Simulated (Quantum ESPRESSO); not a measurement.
**Cu3N under changes of volume**

One of the cells (13.936 Å³/atom); the others are scaled copies at fixed shape and fractional positions:

```
N Cu
1.0
     3.82000    0.00000    0.00000
     0.00000    3.82000    0.00000
     0.00000    0.00000    3.82000
N Cu
1 3
Direct
  0.00000 0.00000 0.00000
  0.50000 0.00000 0.00000
  0.00000 0.50000 0.00000
  0.00000 0.00000 0.50000
```

The cell was built by a generator and needn't be a form met in nature.

```yaml
Program: Quantum ESPRESSO 7.5
Functional: PBE
Potentials_or_basis: GBRV 1.5 PBE
Cutoff: 762 eV
Density_cutoff: 6095 eV
k_mesh: 12 × 12 × 12
Occupations: gaussian, width 0.05 eV
Spin: no spin polarisation
```

```tsv
volume (Å³/atom)	energy over the lowest point (meV/atom)	pressure (GPa)
13.100	27.35	9.3
13.378	13.13	6.2
13.657	4.20	3.3
13.936	0.00	0.8
14.214	0.04	-1.5
14.493	3.85	-3.6
14.772	?	?
```

Task: What does the run at 14.772 Å³/atom give?

Result: Energy over the lowest point 11.04 meV/atom; pressure -5.4 GPa.

Worked out: A Birch-Murnaghan fit of order 3 (a polynomial in V^(-2/3)) to the other rows has its minimum at 14.07 Å³/atom with B0 = V·E''(V) = 116 GPa and B' = 4.8. It gives 11.03 meV/atom at 14.772 Å³/atom, against the run's 11.04, and -dE/dV = -5.0 GPa, against -5.4.

Energies are extrapolated to zero smearing.

Caveats: the run has no spin polarisation, though such a crystal can be magnetic (some runs).
